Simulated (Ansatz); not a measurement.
# HfB: the cost of one run

Program: Ansatz 0.2.0. Level of theory: DFT PBE, scalar-relativistic, plane waves, PAW. These are calculated values, not measurements.

3 further runs of the same task are left out: 3 set aside as unsound or not needed.

## 1. Starting point

The structure is cubic, space group Fm-3m (No. 225). The conventional cell has a = 4.836 Å, b = 4.836 Å, c = 4.836 Å, α = 90.00°, β = 90.00°, γ = 90.00°. Hf (site symmetry m-3m) is surrounded by 6 B at 2.42 Å. B (site symmetry m-3m) has 6 Hf at 2.42 Å as nearest neighbours.

As a file:

```cif
data_structure
_symmetry_space_group_name_H-M 'Fm-3m'
_symmetry_Int_Tables_number 225
_cell_length_a 4.8362
_cell_length_b 4.8362
_cell_length_c 4.8362
_cell_angle_alpha 90.000
_cell_angle_beta 90.000
_cell_angle_gamma 90.000
_cell_volume 113.11
loop_
_atom_site_label
_atom_site_type_symbol
_atom_site_symmetry_multiplicity
_atom_site_Wyckoff_symbol
_atom_site_fract_x
_atom_site_fract_y
_atom_site_fract_z
_atom_site_occupancy
Hf1 Hf 4 b 0.50000 0.00000 0.00000 1
B1 B 4 a 0.00000 0.00000 0.00000 1
```

It is the result of an earlier relaxation at this level (volume 14.14 Å³/atom; gap on the mesh: none (metal)).

## 2. Relaxing at 3 GPa

At a set pressure the run lowers the enthalpy E + PV, so the energy alone may rise along the way.

The input, input.yaml:

```yaml
crystal:
  lattice:
    - [0.0, 2.4180949836, 2.4180949836]
    - [2.4180949836, 0.0, 2.4180949836]
    - [2.4180949836, 2.4180949836, 0.0]
  atoms:
    - { symbol: Hf, position: [0.5, 0.5, 0.5] }
    - { symbol: B, position: [0.0, 0.0, 0.0] }
basis:
  ecutwfc: 420
kpoints:
  mp_grid: { grid: [16, 16, 16] }
hamiltonian:
  xc: pbe
scf:
  occupations: { method: fermi_dirac, width: 0.15 }
output:
  forces: true
  stress: true
  eigenvalues: true
  write_density: true
  write_potential: true
  elf: true
  volumetric_format: npy
relax:
  adjacent_minimum: "off"
  f_tol: 0.001
  max_steps: 60
  cell: { stress_tol: 0.02, p_target: 3.0 }
```

Command:

```sh
ansatz run input.yaml --threads 1 --pin off --max-ram 3072MiB --backend cpu --events-out ev --progress --plain --runs-dir out
```

What time and memory should one allow on 1 thread of Arm Neoverse V1, shared host?

About 27 s, with a peak of 0.38 GiB.
